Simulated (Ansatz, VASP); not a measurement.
Sb: VASP beside Ansatz

The input INCAR:

```
ALGO = Normal
EDIFF = 1E-6
EDIFFG = -0.01
ENCUT = 600
GGA = PE
IBRION = 2
ISIF = 3
ISMEAR = 0
LASPH = True
LCHARG = False
LREAL = False
LWAVE = False
NELM = 100
NSW = 100
PREC = Accurate
SIGMA = 0.1
```

File KPOINTS:

```
k-points
0
Gamma
  10 10 10
```

The input POSCAR:

```
Sb
1.0
    4.9301785600      0.0000000000      0.0000000000
    0.0000000000      4.9301785600      0.0000000000
    0.0000000000      0.0000000000      4.9301785600
Sb
4
Direct
    0.0299999900      0.0299999900      0.0299999900
    0.4700000100      0.9700000100      0.5299999900
    0.5299999900      0.4700000100      0.9700000100
    0.9700000100      0.5299999900      0.4700000100
```

Input for Ansatz:

```yaml
crystal:
  lattice:
    - [4.93017856, 0.0, 0.0]
    - [0.0, 4.93017856, 0.0]
    - [0.0, 0.0, 4.93017856]
  atoms:
    - { symbol: Sb, position: [0.02999999, 0.02999999, 0.02999999] }
    - { symbol: Sb, position: [0.47000001, 0.97000001, 0.52999999] }
    - { symbol: Sb, position: [0.52999999, 0.47000001, 0.97000001] }
    - { symbol: Sb, position: [0.97000001, 0.52999999, 0.47000001] }
basis:
  ecutwfc: 420
kpoints:
  mp_grid: { grid: [10, 10, 10] }
hamiltonian:
  xc: pbe
scf:
  occupations: { method: gaussian, width: 0.1 }
output:
  forces: true
  stress: true
  eigenvalues: true
  write_density: true
  write_potential: true
  elf: true
  volumetric_format: npy
relax:
  adjacent_minimum: "off"
  f_tol: 0.01
  max_steps: 80
  cell: { stress_tol: 0.05 }
```

Alike in both runs: task relaxation of cell and atoms; functional PBE; k mesh 10 × 10 × 10; occupations gaussian, width 0.1 eV; no spin polarisation.

|  | VASP | Ansatz |
| --- | --- | --- |
| version | VASP 6.6.1 | Ansatz 0.2.0 |
| potentials or method | VASP PAW PBE potentials, release 64 (Sb) | scalar-relativistic, plane waves, PAW |
| plane-wave cutoff (eV) | 600 | 420 |
| valence electrons in the cell | 20 | 60 |

|  | VASP | Ansatz | Ansatz less VASP |
| --- | --- | --- | --- |
| gap on the k mesh at the Fermi level, each at its own relaxed structure (eV) | none | none | - |
| relaxed volume (Å³/atom) | 33.39 | 33.39 | 0.000 |
| relaxed cell length with the largest relative difference (Å) | 5.112 | 5.112 | 0.0000 |
| energy change over the relaxation (meV/atom) | -101 | -102 | -0.6 |

A gap of «none» marks a metal or a gap that the smearing closes. The two sets of potentials don't hold the same shells in valence.

The runs have no spin-orbit coupling, so splittings on Sb are missing.
